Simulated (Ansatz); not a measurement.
AlCu3: enthalpy under pressure, worked through

Computed with Ansatz, DFT r2SCAN, scalar-relativistic, plane waves, PAW. Run with 500 eV cutoff, 12×12×12 k-mesh, Gaussian smearing of 0.10 eV, no spin polarisation.

The relaxed crystal:

```
Al Cu
1.0
     3.64182    0.00000    0.00000
     0.00000    3.64182    0.00000
     0.00000    0.00000    3.64182
Al Cu
1 3
Cartesian
  0.0000 0.0000 0.0000
  1.8209 1.8209 0.0000
  1.8209 0.0000 1.8209
  0.0000 1.8209 1.8209
```

Cell and atoms were relaxed at each target pressure within the start's symmetry (Pm-3m), at zero temperature; other phases can be more stable under pressure. H = E + PV with P the target; E is the free energy at the smearing used, whose derivative the pressure is, per atom and counted from zero pressure.

```csv
P (GPa),V (Å³/atom),E − E0 (meV),H − H0 (meV)
0,12.075,0.0,0.0
3,11.848,2.1,223.9
8,11.518,13.3,588.4
15,11.127,41.1,1082.8
30,10.475,131.1,2092.5
60,9.580,376.5,3964.1
```

**Question.** Thermodynamics gives dH/dP = V along a relaxed path. Integrate V over P by the trapezoid rule and compare with the computed enthalpies.

**Answer.** With 1 eV/Å³ = 160.22 GPa, each step adds the mean volume times ΔP / 160.22:
```csv
P (GPa),∫V dP (meV),H − H0 (meV),difference (meV)
3,224.0,223.9,0.0
8,588.6,588.4,0.1
15,1083.2,1082.8,0.4
30,2094.5,2092.5,2.0
60,3972.1,3964.1,8.0
```

V(P) curves upward, so the trapezoid rule runs high; integrating a smooth curve through the same points (P as a polynomial of degree 4 in ln V) puts that excess at about 8.1 meV at 60 GPa, against the 8.0 meV found.

**Question.** At 60 GPa, how much of the enthalpy change is stored energy and how much is the PV term?

**Answer.** E rises by 377 meV/atom and PV is 60 × 9.580 / 160.22 = 3588 meV/atom, so PV makes 91 % of ΔH. So between rival structures at high pressure a small difference in volume can outweigh the difference in energy: 1 % of this volume is worth 35.9 meV/atom at this pressure.

**Question.** What bulk modulus do the lowest pressures give?

**Answer.** From the pressures that the runs reached, -3.00 GPa (12.330 Å³) and 3.02 GPa (11.848 Å³), B = −ΔP/Δln V = 6.02 / 0.0399 = 151 GPa, a mean over that range.